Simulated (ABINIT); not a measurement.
# Quasiparticle gap of GaN (P6_3mc) in ABINIT, part 2 of 3

Wanted: ground state, empty states, screening and self-energy for GaN (P6_3mc).

ABINIT 10.8.3; PBE and many-body steps on it, plane waves. Known limits of the many-body steps: not at the basis limit; no spin-orbit coupling; coarse k mesh.

So far. Step 2 (Ground state): The gap is direct, at Γ.

The database entry behind the starting cell has ideal inner coordinates that were not refined, so it need not match the best structure at ambient conditions.

**3. Bands along the symmetry lines**

Level of this step: DFT, PBE, plane waves, norm-conserving pseudopotentials (ABINIT).

Levels along a band path, at the cheap level, show where the edges lie and whether the meshes to come will hold them.

run.abi reads:

```
acell 3*1.0 Angstrom
rprim 
  3.190000000016 -0.000000000004 0.000000000000
  -1.595000000005 2.762621038088 0.000000000000
  0.000000000000 0.000000000000 5.189000000000
ntypat 2
znucl 31 7
natom 4
typat 1 1 2 2
xred 
  0.666666666667 0.333333333333 0.000000000000
  0.333333333333 0.666666666667 0.500000000000
  0.666666666667 0.333333333333 0.375000000000
  0.333333333333 0.666666666667 0.875000000000
pp_dirpath "pseudos"
pseudos "Ga.upf, N.upf"
ecut 45
iscf -2
irdden 1
kptopt 0
nkpt 75
kpt 
  0.00000000 0.00000000 0.00000000
  0.06250000 0.00000000 0.00000000
  0.12500000 0.00000000 0.00000000
  0.18750000 0.00000000 0.00000000
  0.25000000 0.00000000 0.00000000
  0.31250000 0.00000000 0.00000000
  0.37500000 0.00000000 0.00000000
  0.43750000 0.00000000 0.00000000
  0.50000000 0.00000000 0.00000000
  0.47916667 0.04166667 0.00000000
  0.45833333 0.08333333 0.00000000
  0.43750000 0.12500000 0.00000000
  0.41666666 0.16666666 0.00000000
  0.39583333 0.20833333 0.00000000
  0.37500000 0.25000000 0.00000000
  0.35416666 0.29166666 0.00000000
  0.33333333 0.33333333 0.00000000
  0.29166666 0.29166666 0.00000000
  0.25000000 0.25000000 0.00000000
  0.20833333 0.20833333 0.00000000
  0.16666666 0.16666666 0.00000000
  0.12500000 0.12500000 0.00000000
  0.08333333 0.08333333 0.00000000
  0.04166667 0.04166667 0.00000000
  0.00000000 0.00000000 0.00000000
  0.00000000 0.00000000 0.06250000
  0.00000000 0.00000000 0.12500000
  0.00000000 0.00000000 0.18750000
  0.00000000 0.00000000 0.25000000
  0.00000000 0.00000000 0.31250000
  0.00000000 0.00000000 0.37500000
  0.00000000 0.00000000 0.43750000
  0.00000000 0.00000000 0.50000000
  0.06250000 0.00000000 0.50000000
  0.12500000 0.00000000 0.50000000
  0.18750000 0.00000000 0.50000000
  0.25000000 0.00000000 0.50000000
  0.31250000 0.00000000 0.50000000
  0.37500000 0.00000000 0.50000000
  0.43750000 0.00000000 0.50000000
  0.50000000 0.00000000 0.50000000
  0.47916667 0.04166667 0.50000000
  0.45833333 0.08333333 0.50000000
  0.43750000 0.12500000 0.50000000
  0.41666666 0.16666666 0.50000000
  0.39583333 0.20833333 0.50000000
  0.37500000 0.25000000 0.50000000
  0.35416666 0.29166666 0.50000000
  0.33333333 0.33333333 0.50000000
  0.29166666 0.29166666 0.50000000
  0.25000000 0.25000000 0.50000000
  0.20833333 0.20833333 0.50000000
  0.16666666 0.16666666 0.50000000
  0.12500000 0.12500000 0.50000000
  0.08333333 0.08333333 0.50000000
  0.04166667 0.04166667 0.50000000
  0.00000000 0.00000000 0.50000000
  0.50000000 0.00000000 0.50000000
  0.50000000 0.00000000 0.43750000
  0.50000000 0.00000000 0.37500000
  0.50000000 0.00000000 0.31250000
  0.50000000 0.00000000 0.25000000
  0.50000000 0.00000000 0.18750000
  0.50000000 0.00000000 0.12500000
  0.50000000 0.00000000 0.06250000
  0.50000000 0.00000000 0.00000000
  0.33333333 0.33333333 0.50000000
  0.33333333 0.33333333 0.43750000
  0.33333333 0.33333333 0.37500000
  0.33333333 0.33333333 0.31250000
  0.33333333 0.33333333 0.25000000
  0.33333333 0.33333333 0.18750000
  0.33333333 0.33333333 0.12500000
  0.33333333 0.33333333 0.06250000
  0.33333333 0.33333333 0.00000000
istwfk *1
nband 33
nbdbuf 2
tolwfr 1e-08
nstep 40
prtwf 0
prtvol 0
indata_prefix "in"
outdata_prefix "out"
tmpdata_prefix "tmp"
```

Launch:

```bash
$ OMP_NUM_THREADS=1 mpirun -n 4 abinit run.abi > log
```

Numbers of over 12 decimals in the logs are rounded to 6 here.

The program printed:

```text
.Version 10.8.3 of ABINIT. v10.8.2 released Aug 2026.

 Symmetries : space group P6_3 m c (#186); Bravais hP (primitive hexag.)
[... echo of the input left out ...]
== DATASET  1 ==================================================================
-   mpi_nproc: 4, omp_nthreads: 1 (-1 if OMP is not activated)

--- !DatasetInfo
iteration_state: {dtset: 1, }
dimensions: {natom: 4, nkpt: 75, mband: 33, nsppol: 1, nspinor: 1, nspden: 1, mpw: 4506, }
cutoff_energies: {ecut:  45.0, pawecutdg:  -1.0, }
electrons: {nelect:   5.20000000E+01, charge:   0.00000000E+00, occopt:   1.00000000E+00, tsmear:   1.00000000E-02, }

 Real(R)+Recip(G) space primitive vectors, cartesian coordinates (Bohr,Bohr^-1):
 R(1)=  6.0282263  0.0000000  0.0000000  G(1)=  0.1658863  0.0957745  0.0000000
 R(2)= -3.0141132  5.2205972  0.0000000  G(2)=  0.0000000  0.1915490  0.0000000
 R(3)=  0.0000000  0.0000000  9.8057889  G(3)=  0.0000000  0.0000000  0.1019806
 Unit cell volume ucvol=  3.0859741E+02 bohr^3
 Angles (23,13,12)=  9.00000000E+01  9.00000000E+01  1.20000000E+02 degrees

 getcut: wavevector=  0.0000  0.0000  0.0000  ngfft=  40  40  60
         ecut(hartree)=     45.000   => boxcut(ratio)=   2.02627

--- Pseudopotential description ------------------------------------------------
- Ga Generated using ONCVPSP code by D. R. Hamann
- 31.00000  21.00000  171031                  znucl, zion, pspdat
12 -101130 2 -1 1902                          pspcod,pspxc,lmax,lloc,mmax
     nproj     2     2     2
  pspatm : epsatm=   21.85474337
         --- l  ekb(1:nproj) -->
             0    4.962806   -1.220223
             1   -5.679278   -1.350476
             2  -10.596651   -3.839775
 pspatm: atomic psp has been read  and splines computed

- N Generated using ONCVPSP code by D. R. Hamann
-  7.00000   5.00000  171031                  znucl, zion, pspdat
12 -101130 1 -1 1058                          pspcod,pspxc,lmax,lloc,mmax
     nproj     2     2     0
  pspatm : epsatm=    5.20977870
         --- l  ekb(1:nproj) -->
[...]
pspatm: atomic psp has been read  and splines computed

--------------------------------------------------------------------------------

================================================================================
 prteigrs : about to open file out_EIG
 Non-SCF case, kpt    1 (  0.00000  0.00000  0.00000), residuals and eigenvalues=
  7.08E-09  6.98E-09  6.91E-09  9.04E-09  5.02E-09  5.41E-09  1.36E-09  6.76E-09
  1.62E-09  1.13E-09  5.31E-09  5.12E-09  8.83E-09  7.92E-09  5.19E-09  5.69E-09
  9.95E-09  3.67E-09  3.34E-09  8.54E-09  1.55E-09  3.67E-09  5.12E-09  3.94E-09
[...]
1.96E-09
 -4.9759E+00 -4.9759E+00 -3.1632E+00 -3.1631E+00 -3.1631E+00 -3.1630E+00
 -3.1630E+00 -3.1630E+00 -3.3265E-01 -3.0063E-01 -2.4456E-01 -2.4373E-01
 -2.4373E-01 -2.4156E-01 -2.4156E-01 -2.3496E-01 -2.3496E-01 -2.3177E-01
[...]
1.18E-05
[...]
Non-SCF case, kpt   74 (  0.33333  0.33333  0.06250), residuals and eigenvalues=
[...]
Non-SCF case, kpt   75 (  0.33333  0.33333  0.00000), residuals and eigenvalues=
[...]
-1.6821E-01 -1.6821E-01  5.8163E-02  5.8163E-02  6.0513E-02  1.4357E-01
  1.4357E-01  1.5513E-01  4.4316E-01  5.3991E-01  5.3991E-01  5.6241E-01
[...]
--- !ResultsGS
iteration_state: {dtset: 1, }
comment   : Summary of ground state results
lattice_vectors:
- [  6.0282263,  -0.0000000,   0.0000000, ]
- [ -3.0141132,   5.2205972,   0.0000000, ]
- [  0.0000000,   0.0000000,   9.8057889, ]
lattice_lengths: [   6.02823,    6.02823,    9.80579, ]
lattice_angles: [ 90.000,  90.000, 120.000, ] # degrees, (23, 13, 12)
lattice_volume:   3.0859741E+02
convergence: {deltae:  0.000E+00, res2:  0.000E+00, residm:  9.998E-09, diffor:  0.000E+00, }
etotal    :  -5.17437206E+02
entropy   :   0.00000000E+00
fermie    :   2.53663909E-01
cartesian_stress_tensor: null
pressure_GPa: null
xred      :
- [  6.6667E-01,   3.3333E-01,   0.0000E+00, Ga]
- [  3.3333E-01,   6.6667E-01,   5.0000E-01, Ga]
- [  6.6667E-01,   3.3333E-01,   3.7500E-01,  N]
- [  3.3333E-01,   6.6667E-01,   8.7500E-01,  N]
cartesian_forces: null
force_length_stats: {min: null, max: null, mean: null, }

 Integrated electronic density in atomic spheres:
 ------------------------------------------------
 Atom  Sphere_radius  Integrated_density
[...]
================================================================================

 ----iterations are completed or convergence reached----

 Mean square residual over all n,k,spin=   50.714E-10; max=  99.981E-10
 reduced coordinates (array xred) for    4 atoms
[...]
0.666666666667      0.333333333333      0.375000000000
       0.333333333333      0.666666666667      0.875000000000

 cartesian coordinates (angstrom) at end:
    1      1.595000     0.920874     0.000000
    2      2e-12     1.841747     2.594500
    3      1.595000     0.920874     1.945875
    4      2e-12     1.841747     4.540375
 length scales=  1.889726125908  1.889726125908  1.889726125908 bohr
              =  1.000000000000  1.000000000000  1.000000000000 angstroms
 prteigrs : about to open file out_EIG
 Eigenvalues (hartree) for nkpt=  75  k points:
 kpt#   1, nband= 33, wtk=  1.00000, kpt=  0.0000  0.0000  0.0000 (reduced coord)
[...]
kpt#   2, nband= 33, wtk=  1.00000, kpt=  0.0625  0.0000  0.0000 (reduced coord)
[...]
kpt#   3, nband= 33, wtk=  1.00000, kpt=  0.1250  0.0000  0.0000 (reduced coord)
[...]
kpt#  74, nband= 33, wtk=  1.00000, kpt=  0.3333  0.3333  0.0625 (reduced coord)
[...]
0.71886
 kpt#  75, nband= 33, wtk=  1.00000, kpt=  0.3333  0.3333  0.0000 (reduced coord)
[...]
-0.23396   -0.23233   -0.16821   -0.16821    0.05816    0.05816    0.06051    0.14357
   0.14357    0.15513    0.44316    0.53991    0.53991    0.56241    0.61634    0.61634
   0.71518

== END DATASET(S) ==============================================================
================================================================================

 -outvars: echo values of variables after computation  --------
            nband          33
             nkpt          75
          spgroup         186
 [... the other variables as echoed above ...]

 Calculation completed.
```

The job ended after 56 s (4 MPI ranks of Arm Neoverse V1, shared host; peak memory 0.43 GiB; 3.7 min of CPU time).

This step gave:

```
gap                        : 1.919 eV
k of the valence top       : 0, 0, 0
k of the conduction bottom : 0, 0, 0
least direct gap           : 1.919 eV
```

The gap is 1.919 eV, as in the run before at this level.

The electronic bands at the labelled points (eV, zero at the top of the highest filled band):

```tsv
point	band 23	band 24	band 25	band 26	band 27	band 28	band 29	band 30
Γ	-1.04	-0.06	0.00	0.00	1.92	4.27	9.18	9.92
halfway	-2.86	-1.98	-0.74	-0.49	4.29	5.95	7.37	8.53
M	-4.22	-2.73	-2.23	-0.98	5.08	5.57	6.06	8.58
halfway	-4.23	-3.52	-2.38	-1.86	5.61	6.60	6.63	8.43
K	-5.26	-3.00	-3.00	-2.68	5.16	7.79	7.79	8.40
halfway	-3.66	-2.39	-1.01	-0.92	4.93	6.87	7.29	7.66
Γ	-1.04	-0.06	0.00	0.00	1.92	4.27	9.18	9.92
halfway	-0.90	-0.90	-0.16	-0.16	3.11	4.37	8.80	9.60
A	-0.53	-0.53	-0.53	-0.53	4.25	4.25	8.50	8.50
halfway	-2.07	-2.07	-1.28	-1.28	5.24	5.24	7.65	7.65
L	-1.93	-1.93	-1.91	-1.91	4.42	4.42	7.80	7.80
halfway	-3.18	-3.18	-1.60	-1.60	5.37	5.37	8.11	8.11
H	-4.16	-4.16	-1.49	-1.49	6.44	6.44	7.31	7.31
halfway	-2.11	-2.11	-1.80	-1.80	5.66	5.66	7.66	7.66
A	-0.53	-0.53	-0.53	-0.53	4.25	4.25	8.50	8.50
jump to L	-1.93	-1.93	-1.91	-1.91	4.42	4.42	7.80	7.80
halfway	-3.30	-2.51	-1.70	-1.28	4.32	5.11	7.56	7.84
M	-4.22	-2.73	-2.23	-0.98	5.08	5.57	6.06	8.58
jump to H	-4.16	-4.16	-1.49	-1.49	6.44	6.44	7.31	7.31
halfway	-4.96	-3.18	-2.20	-2.20	5.90	7.19	7.19	8.18
K	-5.26	-3.00	-3.00	-2.68	5.16	7.79	7.79	8.40
```

**4. Empty states on the mesh, 3×3×2 mesh, 66 bands**

The sums over transitions need many empty states on a uniform mesh; this step solves for them.

run.abi reads:

```
acell 3*1.0 Angstrom
rprim 
  3.190000000016 -0.000000000004 0.000000000000
  -1.595000000005 2.762621038088 0.000000000000
  0.000000000000 0.000000000000 5.189000000000
ntypat 2
znucl 31 7
natom 4
typat 1 1 2 2
xred 
  0.666666666667 0.333333333333 0.000000000000
  0.333333333333 0.666666666667 0.500000000000
  0.666666666667 0.333333333333 0.375000000000
  0.333333333333 0.666666666667 0.875000000000
pp_dirpath "pseudos"
pseudos "Ga.upf, N.upf"
ecut 45
ngkpt 3 3 2
nshiftk 1
shiftk 0 0 0
kptopt 1
chksymbreak 0
iscf -2
irdden 1
istwfk *1
nband 66
nbdbuf 6
tolwfr 1e-09
nstep 60
prtvol 0
indata_prefix "in"
outdata_prefix "out"
tmpdata_prefix "tmp"
```

The program printed:

```text
.Version 10.8.3 of ABINIT. v10.8.2 released Aug 2026.

 Symmetries : space group P6_3 m c (#186); Bravais hP (primitive hexag.)
[... echo of the input left out ...]
== DATASET  1 ==================================================================
-   mpi_nproc: 4, omp_nthreads: 1 (-1 if OMP is not activated)

--- !DatasetInfo
iteration_state: {dtset: 1, }
dimensions: {natom: 4, nkpt: 6, mband: 66, nsppol: 1, nspinor: 1, nspden: 1, mpw: 4506, }
cutoff_energies: {ecut:  45.0, pawecutdg:  -1.0, }
electrons: {nelect:   5.20000000E+01, charge:   0.00000000E+00, occopt:   1.00000000E+00, tsmear:   1.00000000E-02, }

 Real(R)+Recip(G) space primitive vectors, cartesian coordinates (Bohr,Bohr^-1):
 R(1)=  6.0282263  0.0000000  0.0000000  G(1)=  0.1658863  0.0957745  0.0000000
 R(2)= -3.0141132  5.2205972  0.0000000  G(2)=  0.0000000  0.1915490  0.0000000
 R(3)=  0.0000000  0.0000000  9.8057889  G(3)=  0.0000000  0.0000000  0.1019806
 Unit cell volume ucvol=  3.0859741E+02 bohr^3
 Angles (23,13,12)=  9.00000000E+01  9.00000000E+01  1.20000000E+02 degrees

 getcut: wavevector=  0.0000  0.0000  0.0000  ngfft=  40  40  60
         ecut(hartree)=     45.000   => boxcut(ratio)=   2.02627

--- Pseudopotential description ------------------------------------------------
- Ga Generated using ONCVPSP code by D. R. Hamann
- 31.00000  21.00000  171031                  znucl, zion, pspdat
12 -101130 2 -1 1902                          pspcod,pspxc,lmax,lloc,mmax
     nproj     2     2     2
  pspatm : epsatm=   21.85474337
         --- l  ekb(1:nproj) -->
             0    4.962806   -1.220223
             1   -5.679278   -1.350476
             2  -10.596651   -3.839775
 pspatm: atomic psp has been read  and splines computed

- N Generated using ONCVPSP code by D. R. Hamann
-  7.00000   5.00000  171031                  znucl, zion, pspdat
12 -101130 1 -1 1058                          pspcod,pspxc,lmax,lloc,mmax
     nproj     2     2     0
  pspatm : epsatm=    5.20977870
         --- l  ekb(1:nproj) -->
[...]
pspatm: atomic psp has been read  and splines computed

--------------------------------------------------------------------------------

================================================================================
 prteigrs : about to open file out_EIG
 Non-SCF case, kpt    1 (  0.00000  0.00000  0.00000), residuals and eigenvalues=
  3.39E-10  2.21E-10  4.89E-10  4.56E-10  5.02E-10  3.17E-10  7.73E-10  8.82E-10
  4.07E-10  1.69E-10  9.91E-10  2.88E-10  2.95E-10  7.80E-10  1.91E-10  3.50E-10
  5.95E-10  3.77E-10  2.23E-10  1.34E-10  6.44E-10  4.43E-10  6.50E-10  1.05E-10
[...]
1.68E-04  3.21E-04
 -4.9759E+00 -4.9759E+00 -3.1632E+00 -3.1631E+00 -3.1631E+00 -3.1630E+00
 -3.1630E+00 -3.1630E+00 -3.3265E-01 -3.0063E-01 -2.4456E-01 -2.4373E-01
 -2.4373E-01 -2.4156E-01 -2.4156E-01 -2.3496E-01 -2.3496E-01 -2.3177E-01
[...]
1.5942E+00  1.6633E+00  1.6633E+00  1.6670E+00  1.7722E+00  1.7808E+00
  1.9230E+00  1.9823E+00  1.9823E+00  2.0258E+00  2.0807E+00  2.0832E+00
 prteigrs : prtvol=0 or 1, do not print more k-points.

--- !ResultsGS
iteration_state: {dtset: 1, }
comment   : Summary of ground state results
lattice_vectors:
- [  6.0282263,  -0.0000000,   0.0000000, ]
- [ -3.0141132,   5.2205972,   0.0000000, ]
- [  0.0000000,   0.0000000,   9.8057889, ]
lattice_lengths: [   6.02823,    6.02823,    9.80579, ]
lattice_angles: [ 90.000,  90.000, 120.000, ] # degrees, (23, 13, 12)
lattice_volume:   3.0859741E+02
convergence: {deltae:  0.000E+00, res2:  0.000E+00, residm:  9.920E-10, diffor:  0.000E+00, }
etotal    :  -5.17437206E+02
entropy   :   0.00000000E+00
fermie    :   2.53663909E-01
cartesian_stress_tensor: null
pressure_GPa: null
xred      :
- [  6.6667E-01,   3.3333E-01,   0.0000E+00, Ga]
- [  3.3333E-01,   6.6667E-01,   5.0000E-01, Ga]
- [  6.6667E-01,   3.3333E-01,   3.7500E-01,  N]
- [  3.3333E-01,   6.6667E-01,   8.7500E-01,  N]
cartesian_forces: null
force_length_stats: {min: null, max: null, mean: null, }

 Integrated electronic density in atomic spheres:
 ------------------------------------------------
 Atom  Sphere_radius  Integrated_density
[...]
================================================================================

 ----iterations are completed or convergence reached----

 Mean square residual over all n,k,spin=   45.045E-11; max=  99.200E-11
 reduced coordinates (array xred) for    4 atoms
[...]
0.666666666667      0.333333333333      0.375000000000
       0.333333333333      0.666666666667      0.875000000000

 cartesian coordinates (angstrom) at end:
    1      1.595000     0.920874     0.000000
    2      2e-12     1.841747     2.594500
    3      1.595000     0.920874     1.945875
    4      2e-12     1.841747     4.540375
 length scales=  1.889726125908  1.889726125908  1.889726125908 bohr
              =  1.000000000000  1.000000000000  1.000000000000 angstroms
 prteigrs : about to open file out_EIG
 Eigenvalues (hartree) for nkpt=   6  k points:
 kpt#   1, nband= 66, wtk=  0.05556, kpt=  0.0000  0.0000  0.0000 (reduced coord)
[...]
1.31886    1.32476    1.45665    1.45665    1.52072    1.59421    1.59421    1.66326
   1.66326    1.66696    1.77222    1.78076    1.92296    1.98227    1.98227    2.02576
   2.08068    2.08321
 prteigrs : prtvol=0 or 1, do not print more k-points.

== END DATASET(S) ==============================================================
================================================================================

 -outvars: echo values of variables after computation  --------
            nband          66
             nkpt           6
          spgroup         186
 [... the other variables as echoed above ...]

 Calculation completed.
```

The job ended after 15 s (4 MPI ranks; peak memory 0.29 GiB).

Numbers from this step:

- gap: 1.919 eV
- k of the valence top: 0, 0, 0
- k of the conduction bottom: 0, 0, 0
- least direct gap: 1.919 eV
- k points computed: 6
- lowest point of the top converged band, above the valence top: 39.02 eV

On this mesh the gap is 1.919 eV.

**5. Screening, 3×3×2 mesh, 60 bands, screening to 108.8 eV**

The RPA dielectric matrix is built and inverted for each q.

This step: RPA screening on PBE, plane waves, norm-conserving pseudopotentials.

run.abi, as its differences from that of step 4:

```diff
@@ -22,10 +22,11 @@
 chksymbreak 0
-iscf -2
-irdden 1
 istwfk *1
-nband 66
-nbdbuf 6
-tolwfr 1e-09
-nstep 60
-prtvol 0
+occopt 1
+irdwfk 1
+optdriver 3
+nband 60
+ecuteps 4
+inclvkb 2
+awtr 1
+symchi 1
 indata_prefix "in"
```

The program printed:

```text
.Version 10.8.3 of ABINIT. v10.8.2 released Aug 2026.

 Symmetries : space group P6_3 m c (#186); Bravais hP (primitive hexag.)
[... echo of the input left out ...]
== DATASET  1 ==================================================================
-   mpi_nproc: 4, omp_nthreads: 1 (-1 if OMP is not activated)

--- !DatasetInfo
iteration_state: {dtset: 1, }
dimensions: {natom: 4, nkpt: 6, mband: 60, nsppol: 1, nspinor: 1, nspden: 1, mpw: 4506, }
cutoff_energies: {ecut:  45.0, pawecutdg:  -1.0, }
electrons: {nelect:   5.20000000E+01, charge:   0.00000000E+00, occopt:   1.00000000E+00, tsmear:   1.00000000E-02, }

 SCREENING: Calculation of the susceptibility and dielectric matrices

 Based on a program developped by R.W. Godby, V. Olevano, G. Onida, and L. Reining.
 Incorporated in ABINIT by V. Olevano, G.-M. Rignanese, and M. Torrent.
.Using double precision arithmetic ; gwpc =  8

[... cell and pseudopotentials left out ...]
--------------------------------------------------------------------------------

 ==== K-mesh for the wavefunctions ====
 Number of points in the irreducible wedge :     6
[... list of points left out ...]
 Together with 12 symmetry operations and time-reversal symmetry
 yields    18 points in the full Brillouin Zone.

 ==== Q-mesh for the screening function ====
 Number of points in the irreducible wedge :     6
[... list of points left out ...]
 Together with 12 symmetry operations and time-reversal symmetry
 yields    18 points in the full Brillouin Zone.

 setmesh: FFT mesh size selected  =    24x   24x   40
          total number of points  =        23040

 vcoul_init : cutoff-mode = AUXILIARY_FUNCTION
 q-points for optical limit:   1
     1)      0.000010    0.000020    0.000030

- screening: taking advantage of time-reversal symmetry
- Maximum band index for partially occupied states nbvw = 26
- Remaining bands to be divided among processors   nbcw = 34
- Number of bands treated by each node ~8

 Number of electrons calculated from density =   52.0000; Expected =   52.0000
 average of density, n =  0.168504
 r_s =    1.1231
 omega_plasma =   39.5969 [eV]

 calculating chi0 at frequencies [eV] :
  1    0.000000E+00    0.000000E+00
  2    0.000000E+00    3.959690E+01

--------------------------------------------------------------------------------
  q-point number  1        q = ( 0.000000, 0.000000, 0.000000) [r.l.u.]
--------------------------------------------------------------------------------
[... chi0 elements left out ...]
 For q-point:  0.000010 0.000020 0.000030
  dielectric constant =   9.8907
  dielectric constant without local fields =  10.5874

  Average fulfillment of the sum rule on Im[epsilon] for q-point    1 :     23.20  [%]
[... wings left out ...]
  q-point number  2        q = ( 0.333333, 0.000000, 0.000000) [r.l.u.]
--------------------------------------------------------------------------------
[... chi0 elements left out ...]
  Average fulfillment of the sum rule on Im[epsilon] for q-point    2 :     27.10  [%]

 [... 4 further q-points ...]
```

The job ended after 11 s (4 MPI ranks; peak memory 0.62 GiB; 42 s of CPU time).

This step gave:

```yaml
eps_infinity_with_local_fields_on_this_mesh_along_the_program_s_q_direction: 9.891
the_same_without_local_fields: 10.59
plasma_frequency: 39.60 eV
plane_waves_in_the_screening_matrix: 111
```

Local fields lower ε∞ by 7 %. On a Γ-centred mesh this coarse the value itself is usually too large, while a short band sum pulls it down.

(Continued in part 3 of 3.)

[Paths, hosts, dates, memory and timing lines, banners, echoed tables and standing remarks are left out of the program output.]

[Logs are printed without paths, hosts, clocks, repeated set-up lines and the standing remarks that a program may print on its own settings, such as how far it seeks lower states.]

[Runs of the session that timed out or met a known fault of the program may be left out.]

[Hosts, paths, dates, database ids (printed as entryN), source tags and the programs' standing remarks are cut or masked in the printed files.]

[G0W0 gaps are taken among the corrected bands and points alone; a level outside them can change the order at an edge.]

[Where Ansatz stands beside ABINIT at settings called matched, ABINIT's density can come from a denser mesh and the files from another edition; pairs whose starting gaps differed by over 0.03 eV were left out, so agreement reads better than it is.]
